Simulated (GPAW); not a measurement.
# Ta (Im-3m) in GPAW: notebook

One crystal, Ta, is run at these levels: PBE+D3(BJ), PBE+D4, PBEsol+D3(BJ), PBEsol+D4; tasks: relaxation of cell and atoms.

Program: GPAW 26.7.0. These are calculated values, not measurements. Logs are shortened: lines on timing, memory, paths and dates and some standing lists are left out, and cuts for length are marked. The log counts tension as positive stress, the text compression.

## 1. Starting point

Symmetry: Im-3m, No. 229, cubic system. The conventional cell has a = 3.303 Å, b = 3.303 Å, c = 3.303 Å, α = 90.00°, β = 90.00°, γ = 90.00°. Ta (site symmetry m-3m) has 8 Ta at 2.86 Å as nearest neighbours.

## 2. Relaxation of cell and atoms, PBE+D3(BJ), target pressure 20 GPa, at which the enthalpy is minimised

run.py

```python
from ase import Atoms
from ase.calculators.mixing import SumCalculator
from ase.filters import FrechetCellFilter
from ase.io import write
from ase.optimize import FIRE
from ase.units import GPa
from dftd3.ase import DFTD3
from gpaw import GPAW, PW

atoms = Atoms(['Ta'],
              cell=[[-1.65128, 1.65128, 1.65128],
                    [1.65128, -1.65128, 1.65128],
                    [1.65128, 1.65128, -1.65128]],
              scaled_positions=[[0.0, 0.0, 0.0]],
              pbc=True)

calc = GPAW(mode=PW(600),
            xc='PBE',
            kpts={'size': (11, 11, 11), 'gamma': True},
            occupations={'name': 'fermi-dirac', 'width': 0.05},
            nbands=15,
            convergence={'density': 1e-05, 'forces': 0.0001},
            maxiter=150,
            txt='gpaw.txt')
atoms.calc = SumCalculator([calc, DFTD3(method='pbe', damping='d3bj')])
opt = FIRE(FrechetCellFilter(atoms, scalar_pressure=20 * GPa), trajectory='relax.traj', logfile='-')
done = opt.run(fmax=0.05, steps=60)
calc.write('gs.gpw')
write('result.traj', atoms)
print('Converged:', done)
print('Cell:', atoms.cell.cellpar().round(4))
print('Volume:', round(atoms.get_volume(), 4))
print(atoms.get_scaled_positions().round(5))
```

Potentials or basis: GPAW PAW data sets (gpaw-data 1.2.1), pw.

Command:

```
$ OMP_NUM_THREADS=1 python run.py
```

gpaw.txt:

```text
__  _  _
 | _ |_)|_||  |
 |__||  | ||/\| - 26.7.0

Input parameters:
  mode=PW(ecut=600.0),
  convergence={'density': 1e-05, 'forces': 0.0001},
  kpts=MonkhorstPack(size=(11, 11, 11), gamma=True),
  maxiter=150,
  nbands=15,
  occupations=Occupations(name='fermi-dirac', width=0.05),
  xc=XC(name='PBE')

Diagonalizing LCAO Hamiltonian
Converting LCAO to pw mode

       Ta

Atoms  # Å, Bohr magnetons
|   | symbol |        x |        y |        z |    initial magnetic moments |
|---|--------|----------|----------|----------|-----------------------------|
| 0 |     Ta | 0.000000 | 0.000000 | 0.000000 | ( 0.0000,  0.0000,  0.0000) |

Unit cell  # Å
| periodic |         x |         y |         z |  lengths |     angles |
|----------|-----------|-----------|-----------|----------|------------|
|      yes | -1.651280 |  1.651280 |  1.651280 | 2.860101 | 109.471221 |
|      yes |  1.651280 | -1.651280 |  1.651280 | 2.860101 | 109.471221 |
|      yes |  1.651280 |  1.651280 | -1.651280 | 2.860101 | 109.471221 |

Number of symmetries: 48
Symmetry operations  # r_c * U_cc + t_c -> r_c
|    | kind |            matrix            |
|----|------|------------------------------|
|  0 |  σ   |  1, 1, 1,  0, 0,-1,  0,-1, 0 |
|  1 |  C4  |  1, 1, 1,  0, 0,-1, -1, 0, 0 |
|  2 |  C2  |  1, 1, 1,  0,-1, 0,  0, 0,-1 |
|  3 |  S6  |  1, 1, 1,  0,-1, 0, -1, 0, 0 |
|  4 |  S6  |  1, 1, 1, -1, 0, 0,  0, 0,-1 |
|  5 |  C4  |  1, 1, 1, -1, 0, 0,  0,-1, 0 |
|  6 |  E   |  1, 0, 0,  0, 1, 0,  0, 0, 1 |
|  7 |  σ   |  1, 0, 0,  0, 1, 0, -1,-1,-1 |
|  8 |  σ   |  1, 0, 0,  0, 0, 1,  0, 1, 0 |
[... 392 lines left out ...]
SCF iterations
|iter     | |      energy | eigst |  dens |force |
|---------|-|-------------|-------|-------|------|
|iter:   1| |   -9.874457 | -0.29 |       |      |
|iter:   2| |   -9.855475 | -3.57 | -1.49 |      |
|iter:   3| |   -9.766493 | -2.34 | -1.52 |      |
|iter:   4| |   -9.770021 | -3.94 | -2.43 |      |
|iter:   5| |   -9.771813c| -5.16 | -2.75 |      |
|iter:   6| |   -9.771815c| -7.22 | -4.11 |      |
|iter:   7| |   -9.771815c| -8.64c| -4.38 |      |
|iter:   8| |   -9.771815c|-10.04c| -5.57c|      |
|iter:   9| |   -9.771815c|-10.30c| -5.99c|-25.02c|

Converged in 9 steps
Energy contributions relative to reference atoms: (reference = -424172.441401)

Energy contributions:
  Kinetic:          18.008020
  Coulomb:         -16.761529
  Zero:             -0.253967
  External:          0.000000
  Xc:              -10.761343
  Entropy:          -0.005993
  Spinorbit:         0.000000
  ----------------------------
  Free energy:      -9.774812
  Extrapolated:     -9.771815
[... 26 lines left out ...]
Stress tensor  # eV/Ang^3
|         x |         y |         z |
|-----------|-----------|-----------|
| -0.137788 | -0.000000 |  0.000000 |
| -0.000000 | -0.137788 |  0.000000 |
|  0.000000 |  0.000000 | -0.137788 |

Forces  # eV/Ang
|        x |       y |       z |
|----------|---------|---------|
| -0.00000 | 0.00000 | 0.00000 |  # Ta   0

Interpolating wave functions to new cell

       Ta

Atoms  # Å, Bohr magnetons
|   | symbol |        x |        y |         z |    initial magnetic moments |
|---|--------|----------|----------|-----------|-----------------------------|
| 0 |     Ta | 0.000000 | 0.000000 | -0.000000 | ( 0.0000,  0.0000,  0.0000) |
[... 708 lines left out ...]
Stress tensor  # eV/Ang^3
|         x |         y |         z |
|-----------|-----------|-----------|
| -0.224113 | -0.000000 |  0.000000 |
| -0.000000 | -0.224113 |  0.000000 |
|  0.000000 |  0.000000 | -0.224113 |

Forces  # eV/Ang
|        x |        y |       z |
|----------|----------|---------|
| -0.00000 | -0.00000 | 0.00000 |  # Ta   0

Interpolating wave functions to new cell

       Ta

Atoms  # Å, Bohr magnetons
|   | symbol |        x |        y |         z |    initial magnetic moments |
|---|--------|----------|----------|-----------|-----------------------------|
| 0 |     Ta | 0.000000 | 0.000000 | -0.000000 | ( 0.0000,  0.0000,  0.0000) |
[... 223 lines left out ...]
Stress tensor  # eV/Ang^3
|         x |         y |         z |
|-----------|-----------|-----------|
| -0.150245 |  0.000000 |  0.000000 |
|  0.000000 | -0.150245 |  0.000000 |
|  0.000000 |  0.000000 | -0.150245 |

Forces  # eV/Ang
|       x |        y |       z |
|---------|----------|---------|
| 0.00000 | -0.00000 | 0.00000 |  # Ta   0

Interpolating wave functions to new cell

       Ta

Atoms  # Å, Bohr magnetons
|   | symbol |        x |        y |         z |    initial magnetic moments |
|---|--------|----------|----------|-----------|-----------------------------|
| 0 |     Ta | 0.000000 | 0.000000 | -0.000000 | ( 0.0000,  0.0000,  0.0000) |
[... 162 lines left out ...]
convergence criteria:
- Maximum integral of absolute [dens]ity change: 1e-05 electrons / valence electron
- Maximum change in the atomic [forces] across last 2 cycles: 0.0001 eV/Ang OR
Maximum error relative to the maximum force is below inf
- Maximum [total energy] change in last 3 cyles: 0.0005 eV / valence electron
- Maximum integral of absolute [eigenst]ate change: 4e-08 eV^2 / valence electron
maximum number of iterations: 150

SCF iterations
|iter     | |      energy | eigst |  dens |force |
|---------|-|-------------|-------|-------|------|
|iter:   1| |   -9.753857 | -4.46 |       |      |
|iter:   2| |   -9.753855 | -7.78c| -3.60 |      |
|iter:   3| |   -9.753841c| -6.61 | -3.64 |      |
|iter:   4| |   -9.753840c| -8.19c| -4.52 |      |
|iter:   5| |   -9.753840c| -7.62c| -4.85 |      |
|iter:   6| |   -9.753840c| -9.34c| -6.22c|      |
|iter:   7| |   -9.753840c|-10.48c| -6.45c|-26.47c|

Converged in 7 steps
Energy contributions relative to reference atoms: (reference = -424172.441401)

Energy contributions:
  Kinetic:          19.011573
  Coulomb:         -17.591018
  Zero:             -0.254334
  External:          0.000000
  Xc:              -10.917019
  Entropy:          -0.006085
  Spinorbit:         0.000000
  ----------------------------
  Free energy:      -9.756882
  Extrapolated:     -9.753840
[... 267 lines left out ...]
Stress tensor  # eV/Ang^3
|         x |         y |         z |
|-----------|-----------|-----------|
| -0.153531 | -0.000000 |  0.000000 |
| -0.000000 | -0.153531 |  0.000000 |
|  0.000000 |  0.000000 | -0.153531 |

Forces  # eV/Ang
|        x |       y |       z |
|----------|---------|---------|
| -0.00000 | 0.00000 | 0.00000 |  # Ta   0

Interpolating wave functions to new cell

       Ta

Atoms  # Å, Bohr magnetons
|   | symbol |        x |        y |         z |    initial magnetic moments |
|---|--------|----------|----------|-----------|-----------------------------|
| 0 |     Ta | 0.000000 | 0.000000 | -0.000000 | ( 0.0000,  0.0000,  0.0000) |
[... 703 lines left out ...]
Stress tensor  # eV/Ang^3
|         x |         y |         z |
|-----------|-----------|-----------|
| -0.165091 |  0.000000 |  0.000000 |
|  0.000000 | -0.165091 |  0.000000 |
|  0.000000 |  0.000000 | -0.165091 |

Forces  # eV/Ang
|        x |        y |       z |
|----------|----------|---------|
| -0.00000 | -0.00000 | 0.00000 |  # Ta   0

Interpolating wave functions to new cell

       Ta

Atoms  # Å, Bohr magnetons
|   | symbol |        x |        y |         z |    initial magnetic moments |
|---|--------|----------|----------|-----------|-----------------------------|
| 0 |     Ta | 0.000000 | 0.000000 | -0.000000 | ( 0.0000,  0.0000,  0.0000) |
[... 221 lines left out ...]
Stress tensor  # eV/Ang^3
|         x |         y |         z |
|-----------|-----------|-----------|
| -0.169959 | -0.000000 |  0.000000 |
| -0.000000 | -0.169959 |  0.000000 |
|  0.000000 |  0.000000 | -0.169959 |

Forces  # eV/Ang
|        x |       y |        z |
|----------|---------|----------|
| -0.00000 | 0.00000 | -0.00000 |  # Ta   0

# Writing to gs.gpw (mode='')
```

Wall time 78 s (1 thread of Arm Neoverse V1, shared host); peak memory 0.22 GiB.

Results:

```yaml
Free_energy: -10.4612 eV
Relaxed_volume: 16.37 Å³/atom
Relaxed_cell: a = 2.770 Å, b = 2.770 Å, c = 2.770 Å, α = 109.47°, β = 109.47°, γ = 109.47°
Space_group_after_relaxing_to_0.05_Å: Im-3m (No. 229)
Energy_change_on_relaxing_the_enthalpy_is_what_falls: +74.4 meV/atom
Ionic_steps: 12
Pressure_after_relaxing: 19.9 GPa
Band_gap_on_the_k_mesh: none (metal or under the smearing width)
Dispersion_energy_per_atom: -0.731 eV
```

Step by step:
```tsv
step	energy change (eV)	largest force (eV/Å)	pressure (GPa)	volume (Å³)
1	0.0000	0.0000	-3.25	18.01
2	0.0431	0.0000	14.97	16.65
3	0.3163	0.0000	45.36	15.16
4	0.2438	0.0000	38.79	15.43
5	0.1402	0.0000	28.16	15.93
6	0.0545	0.0000	16.87	16.54
7	0.0555	0.0000	17.04	16.53
8	0.0576	0.0000	17.37	16.51
9	0.0607	0.0000	17.85	16.48
10	0.0646	0.0000	18.45	16.45
11	0.0693	0.0000	19.14	16.41
12	0.0744	0.0000	19.88	16.36
```

Final structure:
```yaml
crystal:
  lattice:
    - [-1.59938, 1.59938, 1.59938]
    - [1.59938, -1.59938, 1.59938]
    - [1.59938, 1.59938, -1.59938]
  atoms:
    - { symbol: Ta, position: [0.00000, 0.00000, 0.00000] }
```

Levels at points of the mesh, in eV from the Fermi level:
| k point | band 4 | band 5 | band 6 | band 7 | band 8 | band 9 |
| --- | --- | --- | --- | --- | --- | --- |
| (0.00, 0.00, 0.00) | -32.72 | -8.20 | 0.74 | 0.74 | 0.74 | 4.32 |

Caveat: later steps reuse the first step's grids; pairwise dispersion overbinds metals, which lowers pressure and volume. Spin-orbit coupling is left out, which matters for the levels of Ta.

## 3. Relaxation of cell and atoms, PBE+D4

run.py

```python
from ase.calculators.mixing import SumCalculator
from ase.filters import FrechetCellFilter
from ase.io import read, write
from ase.optimize import BFGS
from dftd4.ase import DFTD4
from gpaw import GPAW, PW

atoms = read('Ta.xyz')

calc = GPAW(mode=PW(600),
            xc='PBE',
            kpts={'size': (11, 11, 11), 'gamma': True},
            occupations={'name': 'fermi-dirac', 'width': 0.05},
            nbands=15,
            convergence={'density': 1e-05, 'forces': 0.0001},
            maxiter=150,
            txt='gpaw.txt')
atoms.calc = SumCalculator([calc, DFTD4(method='pbe')])
opt = BFGS(FrechetCellFilter(atoms), trajectory='relax.traj', logfile='-')
done = opt.run(fmax=0.02, steps=60)
calc.write('gs.gpw')
write('result.traj', atoms)
print('Converged:', done)
print('Cell:', atoms.cell.cellpar().round(4))
print('Volume:', round(atoms.get_volume(), 4))
print(atoms.get_scaled_positions().round(5))
```

Ta.xyz

```xyz
1
Lattice="-1.6512800000 1.6512800000 1.6512800000 1.6512800000 -1.6512800000 1.6512800000 1.6512800000 1.6512800000 -1.6512800000" Properties=species:S:1:pos:R:3 pbc="T T T"
Ta     0.0000000000      0.0000000000      0.0000000000
```

Potentials or basis: GPAW PAW data sets (gpaw-data 1.2.1), pw.

Command:

```
$ OMP_NUM_THREADS=1 python run.py
```

Run time: 14 s. Hardware: 1 thread of Arm Neoverse V1, shared host; peak memory 0.14 GiB.

The run converged. Its results:

| Item | Value |
| --- | --- |
| Free energy | -10.1944 eV |
| Pressure after relaxing | 0.1 GPa |
| Band gap on the k mesh | none (metal or under the smearing width) |
| Dispersion energy per atom | -0.319 eV |

Final structure:
```yaml
crystal:
  lattice:
    - [-1.65128, 1.65128, 1.65128]
    - [1.65128, -1.65128, 1.65128]
    - [1.65128, 1.65128, -1.65128]
  atoms:
    - { symbol: Ta, position: [0.00000, 0.00000, 0.00000] }
```

Levels at points of the mesh, in eV from the Fermi level:
| k point | band 2 | band 3 | band 4 | band 5 | band 6 | band 7 | band 8 | band 9 | band 10 | band 11 |
| --- | --- | --- | --- | --- | --- | --- | --- | --- | --- | --- |
| (0.00, 0.00, 0.00) | -33.10 | -33.10 | -33.10 | -7.86 | 0.75 | 0.75 | 0.75 | 3.99 | 3.99 | 14.86 |

Caveat: the relaxation stopped at its first step, so nothing moved; later steps reuse the first step's grids; pairwise dispersion overbinds metals, which lowers pressure and volume. Spin-orbit coupling is left out, which matters for the levels of Ta.

## 4. Relaxation of cell and atoms, PBEsol+D3(BJ)

run.py

```python
from ase.calculators.mixing import SumCalculator
from ase.filters import FrechetCellFilter
from ase.io import read, write
from ase.optimize import FIRE
from dftd3.ase import DFTD3
from gpaw import GPAW, PW, setup_paths

setup_paths.insert(0, '.')

atoms = read('Ta.xyz')

calc = GPAW(mode=PW(600),
            xc='PBEsol',
            kpts={'size': (11, 11, 11), 'gamma': True},
            occupations={'name': 'fermi-dirac', 'width': 0.05},
            nbands=15,
            convergence={'density': 1e-05, 'forces': 0.0001},
            maxiter=150,
            txt='gpaw.txt')
atoms.calc = SumCalculator([calc, DFTD3(method='pbesol', damping='d3bj')])
opt = FIRE(FrechetCellFilter(atoms), trajectory='relax.traj', logfile='-')
done = opt.run(fmax=0.02, steps=60)
calc.write('gs.gpw')
write('result.traj', atoms)
print('Converged:', done)
print('Cell:', atoms.cell.cellpar().round(4))
print('Volume:', round(atoms.get_volume(), 4))
print(atoms.get_scaled_positions().round(5))
```

Ta.xyz is that of step 3.

Potentials or basis: PAW data sets generated in the run's folder for this functional, pw.

Command:

```
$ gpaw-setup -f PBEsol Ta
$ OMP_NUM_THREADS=1 python run.py
```

Run time: 92 s. Hardware: 1 thread of Arm Neoverse V1, shared host; peak memory 0.21 GiB.

Results (log left out):

```
Free energy                            : -11.3604 eV
Relaxed volume                         : 17.10 Å³/atom
Relaxed cell                           : a = 2.811 Å, b = 2.811 Å, c = 2.811 Å, α = 109.47°, β = 109.47°, γ = 109.47°
Space group after relaxing (to 0.05 Å) : Im-3m (No. 229)
Energy gained by relaxing              : 32.1 meV/atom
Ionic steps                            : 14
Pressure after relaxing                : 0.1 GPa
Band gap on the k mesh                 : none (metal or under the smearing width)
Dispersion energy per atom             : -0.766 eV
```

Step by step:
| step | energy change (eV) | largest force (eV/Å) | pressure (GPa) | volume (Å³) |
| --- | --- | --- | --- | --- |
| 1 | 0.0000 | 0.0000 | -10.52 | 18.01 |
| 2 | -0.0288 | 0.0000 | -3.55 | 17.38 |
| 3 | -0.0200 | 0.0000 | 7.59 | 16.58 |
| 4 | -0.0242 | 0.0000 | 6.07 | 16.68 |
| 5 | -0.0295 | 0.0000 | 3.43 | 16.86 |
| 6 | -0.0321 | 0.0000 | 0.26 | 17.09 |
| 7 | -0.0301 | 0.0000 | -2.77 | 17.32 |
| 8 | -0.0303 | 0.0000 | -2.65 | 17.31 |
| 9 | -0.0306 | 0.0000 | -2.41 | 17.29 |
| 10 | -0.0310 | 0.0000 | -2.06 | 17.26 |
| 11 | -0.0314 | 0.0000 | -1.62 | 17.23 |
| 12 | -0.0318 | 0.0000 | -1.10 | 17.19 |
| 13 | -0.0320 | 0.0000 | -0.52 | 17.14 |
| 14 | -0.0321 | 0.0000 | 0.08 | 17.10 |

Final structure:
```
CELL_PARAMETERS angstrom
-1.62295 1.62295 1.62295
1.62295 -1.62295 1.62295
1.62295 1.62295 -1.62295
ATOMIC_POSITIONS crystal
Ta 0.00000 0.00000 0.00000
```

Levels at points of the mesh, in eV from the Fermi level:
```tsv
k point	band 4	band 5	band 6	band 7	band 8	band 9
(0.00, 0.00, 0.00)	-32.86	-8.06	0.73	0.73	0.73	4.15
```

Caveat: later steps reuse the first step's grids; pairwise dispersion overbinds metals, which lowers pressure and volume. The run has no spin-orbit coupling, so splittings on Ta are missing.

## 5. Relaxation of cell and atoms, PBEsol+D4

Changes to run.py since step 4:

```diff
@@ -3,4 +3,4 @@
 from ase.io import read, write
-from ase.optimize import FIRE
-from dftd3.ase import DFTD3
+from ase.optimize import BFGS
+from dftd4.ase import DFTD4
 from gpaw import GPAW, PW, setup_paths
@@ -9,3 +9,3 @@
 
-atoms = read('Ta.xyz')
+atoms = read('POSCAR')
 
@@ -19,5 +19,5 @@
             txt='gpaw.txt')
-atoms.calc = SumCalculator([calc, DFTD3(method='pbesol', damping='d3bj')])
-opt = FIRE(FrechetCellFilter(atoms), trajectory='relax.traj', logfile='-')
-done = opt.run(fmax=0.02, steps=60)
+atoms.calc = SumCalculator([calc, DFTD4(method='pbesol')])
+opt = BFGS(FrechetCellFilter(atoms), trajectory='relax.traj', logfile='-')
+done = opt.run(fmax=0.01, steps=100)
 calc.write('gs.gpw')
```

POSCAR

```
Ta
1.0
   -1.6512800000      1.6512800000      1.6512800000
    1.6512800000     -1.6512800000      1.6512800000
    1.6512800000      1.6512800000     -1.6512800000
Ta
1
Direct
    0.0000000000      0.0000000000      0.0000000000
```

Command:

```
$ gpaw-setup -f PBEsol Ta
$ OMP_NUM_THREADS=1 python run.py
```

It took 39 s on 1 thread of Arm Neoverse V1, shared host; peak memory 0.17 GiB.

Results (log left out):

| Quantity | Value |
| --- | --- |
| Free energy | -10.7967 eV |
| Relaxed volume | 17.52 Å³/atom |
| Relaxed cell | a = 2.834 Å, b = 2.834 Å, c = 2.834 Å, α = 109.47°, β = 109.47°, γ = 109.47° |
| Space group after relaxing (to 0.05 Å) | Im-3m (No. 229) |
| Energy gained by relaxing | 9.4 meV/atom |
| Ionic steps | 3 |
| Pressure after relaxing | 0.0 GPa |
| Band gap on the k mesh | none (metal or under the smearing width) |
| Dispersion energy per atom | -0.191 eV |

The path:
```tsv
step	energy change (eV)	largest force (eV/Å)	pressure (GPa)	volume (Å³)
1	0.0000	0.0000	-5.61	18.01
2	-0.0094	0.0000	-0.13	17.53
3	-0.0094	0.0000	0.00	17.52
```

Final structure:
```cif
data_structure
_symmetry_space_group_name_H-M 'P 1'
_symmetry_Int_Tables_number 1
_cell_length_a 2.8339
_cell_length_b 2.8339
_cell_length_c 2.8339
_cell_angle_alpha 109.471
_cell_angle_beta 109.471
_cell_angle_gamma 109.471
_cell_volume 17.52
loop_
_atom_site_label
_atom_site_type_symbol
_atom_site_fract_x
_atom_site_fract_y
_atom_site_fract_z
_atom_site_occupancy
Ta1 Ta 0.00000 0.00000 0.00000 1
```

Levels at points of the mesh, in eV from the Fermi level:
```tsv
k point	band 4	band 5	band 6	band 7	band 8	band 9
(0.00, 0.00, 0.00)	-32.96	-7.97	0.73	0.73	0.73	4.06
```

Caveat: later steps reuse the first step's grids; pairwise dispersion overbinds metals, which lowers pressure and volume. The run has no spin-orbit coupling, so splittings on Ta are missing.

## 6. Overview

```csv
level,potentials or basis,cell,optimizer,fmax,max steps,target pressure,gap on the mesh (eV),pressure (GPa),relaxed volume (Å³/atom)
PBE+D3(BJ),"GPAW PAW data sets (gpaw-data 1.2.1), pw",relaxed to 20 GPa,FIRE,0.05 eV/Å,60,20 GPa,none,19.9,-
PBE+D4,"GPAW PAW data sets (gpaw-data 1.2.1), pw",relaxed,BFGS,0.02 eV/Å,60,-,none,0.1,-
PBEsol+D3(BJ),"PAW data sets generated in the run's folder for this functional, pw",relaxed,FIRE,0.02 eV/Å,60,-,none,0.1,17.10
PBEsol+D4,"PAW data sets generated in the run's folder for this functional, pw",relaxed,BFGS,0.01 eV/Å,100,-,none,0.0,17.52
```

Alike in all rows: task relaxation of cell and atoms; no spin polarisation; k mesh 11 × 11 × 11; cutoff (eV) 600; smearing fermi-dirac 0.05 eV.

Caveats: later steps reuse the first step's grids; pairwise dispersion overbinds metals, which lowers pressure and volume; the relaxation stopped at its first step, so nothing moved (some runs).

Total energies depend on the potentials used, so only differences within one code and one set of settings carry meaning.
